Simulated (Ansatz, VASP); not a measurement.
# Two plane-wave programs on V

```
V
1.0
    -1.43364    1.43364    1.43364
     1.43364   -1.43364    1.43364
     1.43364    1.43364   -1.43364
V
1
Direct
  0.00000 0.00000 0.00000
```

Alike in both runs: task single point; functional PBEsol; k mesh 20 × 20 × 20; occupations gaussian, width 0.1 eV; no spin polarisation.

|  | VASP | Ansatz |
| --- | --- | --- |
| version | VASP 6.6.1 | Ansatz 0.2.0 |
| potentials or method | VASP PAW PBE potentials, release 64 (V_sv) | scalar-relativistic, plane waves, PAW |
| plane-wave cutoff (eV) | 520 | 420 |
| valence electrons in the cell | 13 | 13 |

Ansatz gave:

* gap on the k mesh at the Fermi level (eV): none
* pressure (GPa): 22.1

Task: Estimate VASP's values.

Result: gap on the k mesh at the Fermi level (eV): none; pressure (GPa): 22.5.

A gap of «none» marks a metal or a gap that the smearing closes.

Caveats: so large a pressure means that the cell lies far from this level's equilibrium, or that cutoff or potentials fall short (VASP); the potentials were made for another functional, which shifts forces and pressure (VASP).
